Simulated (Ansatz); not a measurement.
The system is WC (Qusongite).

```xyz
2
Lattice="2.9065 0.0000 0.0000 -1.4532 2.5171 0.0000 0.0000 0.0000 2.8366" Properties=species:S:1:pos:R:3 pbc="T T T"
W     0.0000    0.0000    0.0000
C     1.4533    0.8390    1.4183
```

- Program: Ansatz 0.2.0
- Task: relaxation of cell and atoms
- Functional: PBE
- Potentials or basis: Ansatz PAW
- Cutoff: 420 eV (not typed: the program's choice for these potentials)
- k mesh: 10 × 10 × 9
- Occupations: fermi-dirac, width 0.05 eV
- Spin: no spin polarisation
- Hubbard terms: W d U = 3 eV

At the start: volume 10.38 Å³/atom.

Problem. How do energy, volume and symmetry change on relaxing?

Solution. It ends after 4 steps and the volume is 10.54 Å³/atom (+1.5 %); space group P-6m2 (No. 187, to 0.05 Å).

The path:
```csv
step,energy change (eV),largest force (eV/Å),volume (Å³)
1,0.0000,0.0000,20.75
2,-0.0055,0.0000,21.08
3,-0.0055,0.0000,21.07
4,-0.0061,0.0000,21.07
```

Final structure:
```cif
data_structure
_symmetry_space_group_name_H-M 'P 1'
_symmetry_Int_Tables_number 1
_cell_length_a 2.9246
_cell_length_b 2.9246
_cell_length_c 2.8449
_cell_angle_alpha 90.000
_cell_angle_beta 90.000
_cell_angle_gamma 120.000
_cell_volume 21.07
loop_
_atom_site_label
_atom_site_type_symbol
_atom_site_fract_x
_atom_site_fract_y
_atom_site_fract_z
_atom_site_occupancy
W1 W 0.00000 0.00000 0.00000 1
C1 C 0.66667 0.33333 0.50000 1
```

Caveat: the plane-wave basis is chosen anew once the cell has moved, so the energies of steps on either side of that aren't comparable; the pressure holds a Pulay correction of +0.3 GPa for the finite cutoff; U without spin polarisation on a metal has little footing; the U is typed as a test and isn't derived for this compound.
